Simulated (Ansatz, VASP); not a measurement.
Te in VASP and in Ansatz

The input INCAR:

```
PREC = Accurate
ENCUT = 520
EDIFF = 1E-8
ISMEAR = -1
SIGMA = 0.05
LREAL = F
LASPH = T
NELM = 100
ALGO = Fast
ISIF = 2
LWAVE = F
LCHARG = F
GGA = PE
LEFG = T
NBANDS = 9
```

The input KPOINTS:

```
regular mesh
0
Gamma
  14 14 14
```

Contents of POSCAR:

```
Te
1.0
   -1.9452744824      1.9452744824      1.9452744824
    1.9452744824     -1.9452744824      1.9452744824
    1.9452744824      1.9452744824     -1.9452744824
Te
1
Direct
    0.0000000000      0.0000000000      0.0000000000
```

Input for Ansatz:

```yaml
crystal:
  lattice:
    - [-1.9452744824, 1.9452744824, 1.9452744824]
    - [1.9452744824, -1.9452744824, 1.9452744824]
    - [1.9452744824, 1.9452744824, -1.9452744824]
  atoms:
    - { symbol: Te, position: [0.0, 0.0, 0.0] }
kpoints:
  mp_grid: { grid: [14, 14, 14] }
scf:
  occupations: { method: fermi_dirac, width: 0.05 }
hamiltonian:
  xc: pbe
  pseudopotentials: { kind: paw }
output:
  forces: true
  stress: true
  eigenvalues: true
  efg: { contact_densities: true }
```

Change from the starting cell: volume scaled by 1.03, PAW files.

Alike in both runs: task electric field gradients; functional PBE; k mesh 14 × 14 × 14; occupations fermi-dirac, width 0.05 eV; no spin polarisation.

```csv
,VASP,Ansatz
version,VASP 6.6.1,Ansatz 0.2.0
potentials or method,"VASP PAW PBE potentials, release 64 (Te)","PAW with Ansatz's default frozen-core files, scalar-relativistic"
plane-wave cutoff (eV),520,420
valence electrons in the cell,6,16
```

VASP gave:

```
pressure (GPa)                                                 : -1.6
Vzz of the field gradient on the site that differs most (V/Å²) : 0.0
```

Which values does Ansatz return?

Pressure (GPa): -1.5; Vzz of the field gradient on the site that differs most (V/Å²): 0.0.

The two sets of potentials don't hold the same shells in valence. Ansatz warned: «gradients_without_spin_orbit».

The runs have no spin-orbit coupling, so splittings on Te are missing.
